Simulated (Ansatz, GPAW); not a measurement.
This is a calculation of SrO for GPAW 26.7.0 (ASE script). 

File run.py:

```python
from ase.dft.bandgap import bandgap
from ase.io import read, write
from ase.units import GPa
from gpaw import GPAW, PW, setup_paths

setup_paths.insert(0, '.')

atoms = read('POSCAR')

calc = GPAW(mode=PW(800),
            xc='PBEsol',
            kpts={'size': (9, 9, 9), 'gamma': True},
            occupations={'name': 'methfessel-paxton', 'order': 0, 'width': 0.1},
            nbands=16,
            convergence={'density': 1e-05, 'energy': 1e-05},
            maxiter=150,
            txt='gpaw.txt')
atoms.calc = calc
energy = atoms.get_potential_energy()
forces = atoms.get_forces()
stress = atoms.get_stress()
calc.write('gs.gpw')
write('result.traj', atoms)
print(f'Energy: {energy:.6f} eV')
print('Forces (eV/A):')
print(forces.round(4))
print('Stress (GPa):', (stress / GPa).round(3))
print('Fermi level:', round(calc.get_fermi_level(), 4), 'eV')
print(f'Gap: {bandgap(calc)[0]:.4f} eV, direct: {bandgap(calc, direct=True)[0]:.4f} eV')
```

The input POSCAR:

```
SrO
1.0
    0.0000000000      2.5663000000      2.5663000000
    2.5663000000      0.0000000000      2.5663000000
    2.5663000000      2.5663000000      0.0000000000
Sr O
1 1
Direct
    0.5000000000      0.5000000000      0.5000000000
    0.0000000000      0.0000000000      0.0000000000
```

Potentials or basis: PAW data sets generated in the run's folder for this functional, pw.

Command:

```console
$ gpaw-setup -f PBEsol O Sr
$ OMP_NUM_THREADS=1 python run.py
```

Question: Set up the same calculation for Ansatz 0.2.0. Potentials or basis there: Ansatz PAW, cutoff 420 eV.

Answer: As run (cutoffs and basis follow the program's own potentials, and thresholds, step limits or extra output files can differ):

File input.yaml:

```yaml
crystal:
  lattice:
    - [0.0, 2.5663, 2.5663]
    - [2.5663, 0.0, 2.5663]
    - [2.5663, 2.5663, 0.0]
  atoms:
    - { symbol: Sr, position: [0.5, 0.5, 0.5] }
    - { symbol: O, position: [0.0, 0.0, 0.0] }
hamiltonian:
  xc: pbesol
  pseudopotentials: { kind: paw }
kpoints:
  mp_grid: { grid: [9, 9, 9] }
scf:
  occupations: { method: gaussian, width: 0.1 }
output:
  forces: true
  stress: true
  eigenvalues: true
```

Potentials or basis: Ansatz PAW.

Launch:

```sh
$ ansatz run input.yaml --threads 2 --pin off --max-ram 5632MiB --backend cpu --events-out ev --progress --plain --runs-dir out
```

Both were run:

|  | GPAW | Ansatz |
| --- | --- | --- |
| Pressure | 0.0 GPa | -0.6 GPa |

Ansatz's pressure holds a Pulay term of +0.40 GPa for its cutoff of 420 eV, which the other run lacks.

Ansatz's potentials were made for PBE.

Where Ansatz's input types no cutoff or centring, it takes its own default and a Γ-centred mesh.

Pressure is positive in compression.
